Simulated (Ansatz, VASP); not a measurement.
**One calculation of Si, two programs**

```
Si
1.0
     0.00000    2.70079    2.70079
     2.70079    0.00000    2.70079
     2.70079    2.70079    0.00000
Si
2
Cartesian
  2.7008 2.7008 2.7008
  4.0512 4.0512 4.0512
```

Alike in both runs: functional LDA; k mesh 8 × 8 × 8; occupations gaussian, width 0.02 eV; no spin polarisation.

Ansatz relaxed the structure, and its values are those at the end. VASP's run is a single point on that final structure, the one shown.

|  | VASP | Ansatz |
| --- | --- | --- |
| version | VASP 6.6.1 | Ansatz 0.2.0 |
| potentials or method | VASP PAW LDA potentials, release 64 (Si) | scalar-relativistic, plane waves, PAW |
| plane-wave cutoff (eV) | 520 | 600 |
| valence electrons in the cell | 8 | 8 |

|  | VASP | Ansatz | Ansatz less VASP |
| --- | --- | --- | --- |
| gap on the k mesh at the Fermi level (eV) | 0.49 | 0.49 | +0.002 |
| least direct gap on the mesh (eV) | 2.53 | 2.53 | +0.001 |
| pressure (GPa) | 0.1 | 0.0 | -0.06 |

Ansatz warned: «pseudo_functional_mismatch».
